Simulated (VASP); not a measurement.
Set up this calculation in VASP 6.6.1, as the native input.

```yaml
Task: relaxation of cell and atoms
Functional: PBEsol
Potentials_or_basis: VASP PAW PBE potentials, release 64 (Ti_sv, C)
Cutoff: 600 eV
k_mesh: 10 × 10 × 10
Occupations: fermi-dirac, width 0.05 eV
Spin: no spin polarisation
Further_INCAR_settings: ALGO = Normal; EDIFF = 1e-06; IBRION = 2; EDIFFG = -0.01; NSW = 40; ISIF = 3
```

The structure of Ti2C lies in POSCAR:

```
Ti2C
1.0
    1.5406981810      0.8895225095      4.8137698526
   -1.5406981810      0.8895225095      4.8137698526
    0.0000000000     -1.7790450191      4.8137698526
Ti C
2 1
Direct
    0.7545021700      0.7545021700      0.7545021700
    0.2454978300      0.2454978300      0.2454978300
    0.5000000000      0.5000000000      0.5000000000
```

The cell comes from a database or a generator and needn't be the stable form of this composition.

The input as run:

INCAR

```
  ALGO = Normal
  EDIFF = 1E-6
  EDIFFG = -0.01
  ENCUT = 600
  GGA = PS
  IBRION = 2
  ISIF = 3
  ISMEAR = -1
  LASPH = True
  LCHARG = False
  LREAL = False
  LWAVE = False
  NELM = 100
  NSW = 40
  PREC = Accurate
  SIGMA = 0.05
```

KPOINTS

```
k-points
0
Gamma
  10 10 10
```

Potentials or basis: VASP PAW PBE potentials, release 64 (Ti_sv, C).

The run is started by

```console
$ cat potpaw_PBE.64/Ti_sv/POTCAR potpaw_PBE.64/C/POTCAR > POTCAR
$ mpirun -np 1 vasp_std > vasp.out
```

Results of the run:

The relaxed volume is 12.84 Å³/atom. The relaxed cell is a = 5.085 Å, b = 5.085 Å, c = 5.085 Å, α = 34.94°, β = 34.94°, γ = 34.94°. The space group after relaxing (to 0.05 Å) is R-3m (No. 166) and the energy gained by relaxing is 4.8 meV/atom. The ionic steps are 13. The pressure after relaxing is 0.0 GPa and the largest force after relaxing is 0.005 eV/Å. The band gap on the k mesh is none (metal or under the smearing width).

Caveat: the PAW data sets were made with another functional, which shifts forces and pressure a little.

Wall time 20 min on 1 thread of Intel(R) Xeon(R) Platinum 8559C (Emerald Rapids) (shared host), peak memory 0.32 GiB.
